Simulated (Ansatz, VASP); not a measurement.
## F: VASP beside Ansatz

The input INCAR:

```
SYSTEM = F
PREC = Accurate
ENCUT = 520
EDIFF = 1E-6
ISMEAR = -1
SIGMA = 0.05
LREAL = .False.
LASPH = .True.
NELM = 80
ALGO = Normal
ISIF = 2
LWAVE = .False.
LCHARG = .False.
GGA = PE
NBANDS = 14
```

File KPOINTS:

```
regular mesh
0
Gamma
  13 13 13
  0 0 0
```

POSCAR

```
F
1.0
    0.0000000000      2.2242738051      2.2242738051
    2.2242738051      0.0000000000      2.2242738051
    2.2242738051      2.2242738051      0.0000000000
F
2
Direct
   -0.1250000000     -0.1250000000     -0.1250000000
    0.1250000000      0.1250000000      0.1250000000
```

Input for Ansatz:

```yaml
crystal:
  lattice:
    - [0.0, 2.2242738051, 2.2242738051]
    - [2.2242738051, 0.0, 2.2242738051]
    - [2.2242738051, 2.2242738051, 0.0]
  atoms:
    - { symbol: F, position: [-0.125, -0.125, -0.125] }
    - { symbol: F, position: [0.125, 0.125, 0.125] }
kpoints:
  mp_grid: { grid: [13, 13, 13] }
scf:
  occupations: { method: fermi_dirac, width: 0.05 }
hamiltonian:
  xc: pbe
  pseudopotentials: { kind: paw }
output:
  forces: true
  stress: true
  eigenvalues: true
  populations: true
```

Change from the starting cell: volume scaled by 0.76, PAW files.

Alike in both runs: task single point; functional PBE; k mesh 13 × 13 × 13; occupations fermi-dirac, width 0.05 eV; no spin polarisation.

|  | VASP | Ansatz |
| --- | --- | --- |
| version | VASP 6.6.1 | Ansatz 0.2.0 |
| potentials or method | VASP PAW PBE potentials, release 64 (F) | PAW with Ansatz's default frozen-core files, scalar-relativistic |
| plane-wave cutoff (eV) | 520 | 420 |
| valence electrons in the cell | 14 | 14 |

```csv
,VASP,Ansatz,Ansatz less VASP
pressure (GPa),21.1,21.7,+0.56
```

Caveats: so large a pressure means that the cell lies far from this level's equilibrium, or that cutoff or potentials fall short (VASP).
